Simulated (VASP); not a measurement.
A run of VASP 6.6.1 is set up as follows.

File INCAR:

```
PREC     = Accurate       # precision mode
ENCUT    = 520            # plane-wave cutoff, eV
EDIFF    = 1E-6           # SCF threshold, eV
ISMEAR   = -1             # smearing method
SIGMA    = 0.05           # smearing width, eV
LREAL    = False          # projectors in reciprocal space
LASPH    = True           # aspherical terms in the spheres
NELM     = 80             # most SCF steps
ALGO     = Normal         # electronic algorithm
ISIF     = 2              # what is computed and relaxed
LWAVE    = False          # write WAVECAR
LCHARG   = False          # write CHGCAR
MAGMOM   = 0 0 0 0 0 0 0 0 0 0 0 0 # initial moments
LORBIT   = 11             # projections on sites
LSORBIT  = True           # spin-orbit coupling
GGA_COMPAT= False        
METAGGA  = R2SCAN         # meta-GGA
LMIXTAU  = True
```

File KPOINTS:

```
regular mesh
0
Gamma
  5 5 3
```

The input POSCAR:

```
CdS
1.0
    4.1500000000      0.0000000000      0.0000000000
   -2.0750000000      3.5940054257      0.0000000000
    0.0000000000      0.0000000000      6.7370000000
Cd S
2 2
Direct
    0.6666666667      0.3333333333      0.5000000000
    0.3333333333      0.6666666667      0.0000000000
    0.6666666667      0.3333333333      0.8750000000
    0.3333333333      0.6666666667      0.3750000000
```

KPOINTS_OPT

```
path GMKGALHA,LM,KH
10
line-mode
reciprocal
 0.0000000000  0.0000000000  0.0000000000  G
 0.5000000000  0.0000000000  0.0000000000  M

 0.5000000000  0.0000000000  0.0000000000  M
 0.3333333333  0.3333333333  0.0000000000  K

 0.3333333333  0.3333333333  0.0000000000  K
 0.0000000000  0.0000000000  0.0000000000  G

 0.0000000000  0.0000000000  0.0000000000  G
 0.0000000000  0.0000000000  0.5000000000  A

 0.0000000000  0.0000000000  0.5000000000  A
 0.5000000000  0.0000000000  0.5000000000  L

 0.5000000000  0.0000000000  0.5000000000  L
 0.3333333333  0.3333333333  0.5000000000  H

 0.3333333333  0.3333333333  0.5000000000  H
 0.0000000000  0.0000000000  0.5000000000  A

 0.5000000000  0.0000000000  0.5000000000  L
 0.5000000000  0.0000000000  0.0000000000  M

 0.3333333333  0.3333333333  0.0000000000  K
 0.3333333333  0.3333333333  0.5000000000  H
```

Potentials or basis: VASP PAW PBE potentials, release 64 (Cd, S).

Launch:

```sh
$ cat potpaw_PBE.64/Cd/POTCAR potpaw_PBE.64/S/POTCAR > POTCAR
$ mpirun -np 1 vasp_ncl > vasp.out
```

(1) Estimate the pressure.

(2) Estimate the largest force.

## Answers

(1) 1.0 GPa.

(2) 0.070 eV/Å.

Caveat: the PAW data sets were made with another functional, which shifts forces and pressure a little.
